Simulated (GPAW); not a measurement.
# AlNi (Cmmm) in GPAW: a series of runs, part 2 of 2

GPAW 26.7.0. Earlier steps stand in the parts before.

### Step 4. Band structure, PBEsol+U, collinear spin, ferromagnetic start

The input, run.py:

```python
from ase import Atoms
from ase.dft.bandgap import bandgap
from ase.io import write
from ase.units import GPa
from gpaw import GPAW, PW, setup_paths

setup_paths.insert(0, '.')

atoms = Atoms(['Ni', 'Al'],
              cell=[[1.938694, -1.95319015, 0.0],
                    [1.938694, 1.95319015, 0.0],
                    [0.0, 0.0, 3.0994300413]],
              scaled_positions=[[0.5, 0.5, 0.5],
                                [0.0, 0.0, 0.0]],
              pbc=True)
atoms.set_initial_magnetic_moments([1.0, 0.0])

calc = GPAW(mode=PW(600),
            xc='PBEsol',
            kpts={'size': (7, 7, 6), 'gamma': True},
            occupations={'name': 'fermi-dirac', 'width': 0.05},
            setups={'Ni': ':d,2.0'},
            nbands=20,
            convergence={'density': 1e-05, 'energy': 1e-05},
            maxiter=150,
            txt='gpaw.txt')
atoms.calc = calc
energy = atoms.get_potential_energy()
forces = atoms.get_forces()
stress = atoms.get_stress()
calc.write('gs.gpw')
write('result.traj', atoms)
print(f'Energy: {energy:.6f} eV')
print('Forces (eV/A):')
print(forces.round(4))
print('Stress (GPa):', (stress / GPa).round(3))
print('Moments:', calc.get_magnetic_moments().round(3))
print('Fermi level:', round(calc.get_fermi_level(), 4), 'eV')
print(f'Gap: {bandgap(calc)[0]:.4f} eV, direct: {bandgap(calc, direct=True)[0]:.4f} eV')

path = atoms.cell.bandpath('GXSRAZGYX1A1TY,ZT', npoints=100, eps=1e-4)
bs_calc = calc.fixed_density(kpts=path, symmetry='off', nbands=30,
                             convergence={'bands': 'CBM+6.0', 'eigenstates': 1e-6}, txt='bands.txt')
bs = bs_calc.band_structure()
bs.write('bs.json')
print(f'Gap on the path: {bandgap(bs_calc)[0]:.4f} eV')
```

Run with:

```
$ gpaw-setup -f PBEsol Al Ni
$ OMP_NUM_THREADS=1 python run.py
```

Run time: 63 s. Hardware: 1 thread of Arm Neoverse V2, shared host; peak memory 0.29 GiB.

It converged, with:

| Item | Value |
| --- | --- |
| Free energy | -12.1653 eV |
| Pressure | 0.0 GPa |
| Band gap along the path | none (metal or under the smearing width) |
| Net moment | 0.12 μB per cell |
| Site moments | Ni +0.12; Al +0.00 μB |

Stress tensor (GPa, compression positive):
```
 3.16  0.00  0.00
 0.00  1.50  0.00
 0.00  0.00 -4.56
```

Levels at the corners of the path, in eV from the Fermi level:
Spin up:
```
point  band 7  band 8  band 9  band 10  band 11  band 12  band 13  band 14
    Γ   -1.74   -1.72   -1.49     3.13     7.24     7.28     7.38     8.85
    X   -2.53   -2.26   -2.13    -0.99     2.38     3.45    10.95    13.75
    S   -2.84   -2.22   -1.60    -0.43     8.00     8.10     9.59    11.83
    R   -2.68   -2.15   -1.99    -1.37     1.44     2.35    13.77    15.74
    A   -1.34   -0.98    2.04     2.29     2.40     4.09     4.27     4.38
    Z   -2.18   -2.15   -1.45    -1.36     8.58    11.40    11.44    11.70
    Γ   -1.74   -1.72   -1.49     3.13     7.24     7.28     7.38     8.85
    Y   -2.53   -2.26   -2.13    -0.99     2.38     3.45    10.95    13.75
   X1   -2.53   -2.26   -2.13    -0.99     2.38     3.45    10.95    13.75
   A1   -1.34   -0.98    2.04     2.29     2.40     4.09     4.27     4.38
    T   -1.34   -0.98    2.04     2.29     2.41     4.10     4.27     4.36
    Y   -2.53   -2.26   -2.13    -0.99     2.38     3.45    10.95    13.75
    Z   -2.18   -2.15   -1.45    -1.36     8.58    11.40    11.44    11.70
    T   -1.34   -0.98    2.04     2.29     2.41     4.10     4.27     4.36
```
Spin down:
| point | band 7 | band 8 | band 9 | band 10 | band 11 | band 12 | band 13 | band 14 |
| --- | --- | --- | --- | --- | --- | --- | --- | --- |
| Γ | -1.64 | -1.62 | -1.41 | 3.14 | 7.25 | 7.29 | 7.45 | 8.94 |
| X | -2.45 | -2.25 | -2.13 | -0.61 | 2.47 | 3.50 | 10.95 | 13.76 |
| S | -2.76 | -2.14 | -1.50 | -0.14 | 8.01 | 8.11 | 9.61 | 11.84 |
| R | -2.68 | -2.07 | -1.89 | -1.16 | 1.60 | 2.42 | 13.78 | 15.77 |
| A | -1.14 | -0.60 | 2.05 | 2.29 | 2.41 | 4.10 | 4.33 | 4.44 |
| Z | -2.09 | -2.06 | -1.36 | -1.18 | 8.60 | 11.41 | 11.45 | 11.72 |
| Γ | -1.64 | -1.62 | -1.41 | 3.14 | 7.25 | 7.29 | 7.45 | 8.94 |
| Y | -2.45 | -2.25 | -2.13 | -0.61 | 2.47 | 3.49 | 10.95 | 13.76 |
| X1 | -2.45 | -2.25 | -2.13 | -0.61 | 2.47 | 3.50 | 10.95 | 13.76 |
| A1 | -1.14 | -0.60 | 2.05 | 2.29 | 2.41 | 4.10 | 4.33 | 4.44 |
| T | -1.14 | -0.60 | 2.05 | 2.29 | 2.41 | 4.11 | 4.33 | 4.42 |
| Y | -2.45 | -2.25 | -2.13 | -0.61 | 2.47 | 3.49 | 10.95 | 13.76 |
| Z | -2.09 | -2.06 | -1.36 | -1.18 | 8.60 | 11.41 | 11.45 | 11.72 |
| T | -1.14 | -0.60 | 2.05 | 2.29 | 2.41 | 4.11 | 4.33 | 4.42 |

Caveat: the stock nickel data set gives pressures a few GPa off other programs; the U is typed as a test and isn't derived for this compound. The state reached can hang on the start; a lower one may exist.

### Step 5. Band structure, PBEsol+U, collinear spin, ferromagnetic start

run.py, as its differences from that of step 4:

```diff
@@ -21,3 +21,3 @@
             occupations={'name': 'fermi-dirac', 'width': 0.05},
-            setups={'Ni': ':d,2.0'},
+            setups={'Ni': ':d,3.0'},
             nbands=20,
```

Run with:

```
$ gpaw-setup -f PBEsol Al Ni
$ OMP_NUM_THREADS=1 python run.py
```

Run time: 56 s. Hardware: 1 thread of Arm Neoverse V2, shared host; peak memory 0.29 GiB.

Results (log left out):

```yaml
Free_energy: -11.5964 eV
Pressure: -0.6 GPa
Band_gap_along_the_path: none (metal or under the smearing width)
Net_moment: 0.20 μB per cell
Site_moments: Ni +0.20; Al +0.00 μB
```

Stress tensor (GPa, compression positive):
```
 1.81  0.00  0.00
 0.00  0.11  0.00
 0.00  0.00 -3.76
```

Levels at the corners of the path, in eV from the Fermi level:
Spin up:
```
point  band 7  band 8  band 9  band 10  band 11  band 12  band 13  band 14
    Γ   -1.93   -1.91   -1.74     3.15     7.24     7.29     7.31     8.79
    X   -2.72   -2.25   -2.13    -1.30     2.32     3.33    10.93    13.77
    S   -3.02   -2.46   -1.80    -0.68     8.03     8.10     9.54    11.85
    R   -2.67   -2.39   -2.18    -1.63     1.36     2.23    13.75    15.70
    A   -1.60   -1.29    2.07     2.32     2.43     4.07     4.19     4.31
    Z   -2.36   -2.34   -1.70    -1.59     8.57    11.42    11.46    11.65
    Γ   -1.93   -1.91   -1.74     3.15     7.24     7.29     7.31     8.79
    Y   -2.72   -2.25   -2.13    -1.30     2.32     3.33    10.93    13.77
   X1   -2.72   -2.25   -2.13    -1.30     2.32     3.33    10.93    13.77
   A1   -1.60   -1.29    2.07     2.32     2.43     4.07     4.19     4.31
    T   -1.60   -1.29    2.07     2.32     2.44     4.09     4.19     4.28
    Y   -2.72   -2.25   -2.13    -1.30     2.32     3.33    10.93    13.77
    Z   -2.36   -2.34   -1.70    -1.59     8.57    11.42    11.46    11.65
    T   -1.60   -1.29    2.07     2.32     2.44     4.09     4.19     4.28
```
Spin down:
```tsv
point	band 8	band 9	band 10	band 11	band 12	band 13
Γ	-1.73	-1.59	3.15	7.26	7.30	7.44
X	-2.24	-2.12	-0.51	2.49	3.41	10.93
S	-2.32	-1.61	-0.08	8.04	8.10	9.58
R	-2.25	-2.00	-1.19	1.68	2.36	13.77
A	-0.50	2.08	2.32	2.43	4.08	4.29
Z	-2.17	-1.54	-1.23	8.59	11.44	11.47
Γ	-1.73	-1.59	3.15	7.26	7.30	7.44
Y	-2.24	-2.12	-0.51	2.49	3.41	10.93
X1	-2.24	-2.12	-0.51	2.49	3.41	10.93
A1	-0.50	2.08	2.32	2.43	4.08	4.29
T	-0.50	2.08	2.32	2.44	4.09	4.29
Y	-2.24	-2.12	-0.51	2.49	3.41	10.93
Z	-2.17	-1.54	-1.23	8.59	11.44	11.47
T	-0.50	2.08	2.32	2.44	4.09	4.29
```

Caveat: the stock nickel data set gives pressures a few GPa off other programs; the U is typed as a test and isn't derived for this compound. The state reached can hang on the start; a lower one may exist.

### Step 6. Band structure, PBEsol+U, collinear spin, ferromagnetic start

run.py, as its differences from that of step 5:

```diff
@@ -21,3 +21,3 @@
             occupations={'name': 'fermi-dirac', 'width': 0.05},
-            setups={'Ni': ':d,3.0'},
+            setups={'Ni': ':d,4.0'},
             nbands=20,
```

Potentials or basis: PAW data sets generated in the run's folder for this functional, pw.

Run with:

```
$ gpaw-setup -f PBEsol Al Ni
$ OMP_NUM_THREADS=1 python run.py
```

Run time: 57 s. Hardware: 1 thread of Arm Neoverse V2, shared host; peak memory 0.29 GiB.

The run converged. Its results:

```yaml
Free_energy: -11.0409 eV
Pressure: -1.2 GPa
Band_gap_along_the_path: none (metal or under the smearing width)
Net_moment: 0.21 μB per cell
Site_moments: Ni +0.23; Al +0.00 μB
```

Stress tensor (GPa, compression positive):
```
 0.76  0.00  0.00
 0.00 -0.95  0.00
 0.00  0.00 -3.51
```

Levels at the corners of the path, in eV from the Fermi level:
Spin up:
```
point  band 8  band 9  band 10  band 11  band 12  band 13
    Γ   -2.09   -1.97     3.16     7.25     7.26     7.29
    X   -2.24   -2.12    -1.57     2.28     3.22    10.92
    S   -2.68   -1.97    -0.89     8.06     8.09     9.50
    R   -2.61   -2.35    -1.84     1.30     2.14    13.73
    A   -1.56    2.09     2.35     2.46     4.04     4.12
    Z   -2.51   -1.93    -1.78     8.56    11.45    11.49
    Γ   -2.09   -1.97     3.16     7.25     7.26     7.29
    Y   -2.24   -2.12    -1.57     2.28     3.22    10.92
   X1   -2.24   -2.12    -1.57     2.28     3.22    10.92
   A1   -1.56    2.09     2.35     2.46     4.04     4.12
    T   -1.56    2.10     2.35     2.47     4.06     4.12
    Y   -2.24   -2.12    -1.57     2.28     3.22    10.92
    Z   -2.51   -1.93    -1.78     8.56    11.45    11.49
    T   -1.56    2.10     2.35     2.47     4.06     4.12
```
Spin down:
| point | band 7 | band 8 | band 9 | band 10 | band 11 | band 12 | band 13 | band 14 |
| --- | --- | --- | --- | --- | --- | --- | --- | --- |
| Γ | -1.89 | -1.88 | -1.80 | 3.15 | 7.26 | 7.30 | 7.40 | 8.95 |
| X | -2.70 | -2.24 | -2.12 | -0.43 | 2.48 | 3.31 | 10.91 | 13.78 |
| S | -2.87 | -2.53 | -1.76 | -0.06 | 8.05 | 8.08 | 9.54 | 11.88 |
| R | -2.67 | -2.45 | -2.15 | -1.30 | 1.74 | 2.28 | 13.74 | 15.71 |
| A | -1.33 | -0.42 | 2.10 | 2.33 | 2.45 | 4.05 | 4.23 | 4.34 |
| Z | -2.34 | -2.31 | -1.76 | -1.35 | 8.56 | 11.45 | 11.49 | 11.66 |
| Γ | -1.89 | -1.88 | -1.80 | 3.15 | 7.26 | 7.30 | 7.40 | 8.95 |
| Y | -2.70 | -2.24 | -2.12 | -0.43 | 2.47 | 3.31 | 10.91 | 13.78 |
| X1 | -2.70 | -2.24 | -2.12 | -0.43 | 2.48 | 3.31 | 10.91 | 13.78 |
| A1 | -1.33 | -0.42 | 2.10 | 2.33 | 2.45 | 4.05 | 4.23 | 4.34 |
| T | -1.33 | -0.42 | 2.10 | 2.33 | 2.45 | 4.06 | 4.23 | 4.32 |
| Y | -2.70 | -2.24 | -2.12 | -0.43 | 2.47 | 3.31 | 10.91 | 13.78 |
| Z | -2.34 | -2.31 | -1.76 | -1.35 | 8.56 | 11.45 | 11.49 | 11.66 |
| T | -1.33 | -0.42 | 2.10 | 2.33 | 2.45 | 4.06 | 4.23 | 4.32 |

Caveat: the stock nickel data set gives pressures a few GPa off other programs; the U is typed as a test and isn't derived for this compound. The state reached can hang on the start; a lower one may exist.

### Step 7. Summary

| level | U | pressure (GPa) | moment (μB) |
| --- | --- | --- | --- |
| PBEsol | - | 1.5 | 0.00 |
| PBEsol+U | Ni d U = 1 eV | 0.7 | 0.00 |
| PBEsol+U | Ni d U = 2 eV | 0.0 | 0.12 |
| PBEsol+U | Ni d U = 3 eV | -0.6 | 0.20 |
| PBEsol+U | Ni d U = 4 eV | -1.2 | 0.21 |

Alike in all rows: task band structure; potentials or basis PAW data sets generated in the run's folder for this functional, pw; spin collinear, ferromagnetic start; cell as given; k mesh 7 × 7 × 6; cutoff (eV) 600; smearing fermi-dirac 0.05 eV.

The pressure there spans -1.2 GPa (PBEsol+U) to 1.5 GPa (PBEsol); a positive pressure means that this level wants a larger cell, a negative one a smaller.

Caveats: the stock nickel data set gives pressures a few GPa off other programs; the U is typed as a test and isn't derived for this compound (some runs).

Absolute energies hang on the potentials; compare differences alone.
